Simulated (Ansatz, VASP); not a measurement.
This is a calculation of Cu (Copper) for Ansatz 0.2.0. 

Contents of input.yaml:

```yaml
crystal:
  lattice:
    - [0.0, 1.8075, 1.8075]
    - [1.8075, 0.0, 1.8075]
    - [1.8075, 1.8075, 0.0]
  atoms:
    - { symbol: Cu, position: [0.0, 0.0, 0.0] }
hamiltonian:
  xc: rpbe
  pseudopotentials: { kind: paw }
kpoints:
  mp_grid: { grid: [13, 13, 13] }
scf:
  occupations: { method: gaussian, width: 0.02 }
output:
  forces: true
  stress: true
  eigenvalues: true
  write_density: true
  write_potential: true
  elf: true
  volumetric_format: npy
```

Potentials or basis: Ansatz PAW.

Launch:

```console
$ ansatz run input.yaml --threads 2 --pin off --max-ram 5632MiB --backend cpu --events-out ev --progress --plain --runs-dir out
```

Translate it to VASP 6.6.1. Potentials or basis there: PBE PAW files Cu, release 54, 520 eV.

As run (cutoffs and basis follow the program's own potentials, and thresholds, step limits or extra output files can differ):

The input INCAR:

```
PREC = Accurate
ENCUT = 520
EDIFF = 1E-6
ISMEAR = 0
SIGMA = 0.02
LREAL = F
LASPH = T
NELM = 60
ALGO = Normal
ISIF = 2
LWAVE = F
LCHARG = T
GGA = RP
LELF = T
LVHAR = T
```

File KPOINTS:

```
regular mesh
0
Gamma
  13 13 13
```

The input POSCAR:

```
Cu
2.5562
    0.000000000000      0.707104295439      0.707104295439
    0.707104295439      0.000000000000      0.707104295439
    0.707104295439      0.707104295439      0.000000000000
Cu
1
Direct
    0.0000000000      0.0000000000      0.0000000000
```

Potentials or basis: VASP PAW PBE potentials, release 54 (Cu).

Command:

```sh
$ cat potpaw_PBE.54/Cu/POTCAR > POTCAR
$ mpirun -np 1 vasp_std > vasp.out
```

Both were run:

|  | Ansatz | VASP |
| --- | --- | --- |
| Pressure | 6.6 GPa | 7.2 GPa |

Ansatz's pressure holds a Pulay term of +0.16 GPa for its cutoff of 420 eV, which the other run lacks.

The potentials hold 19 and 11 valence electrons a cell.

Ansatz's potentials were made for PBE. VASP's potentials were made for PBE.

Where Ansatz's input types no cutoff or centring, it takes its own default and a Γ-centred mesh.

Pressure is positive in compression.
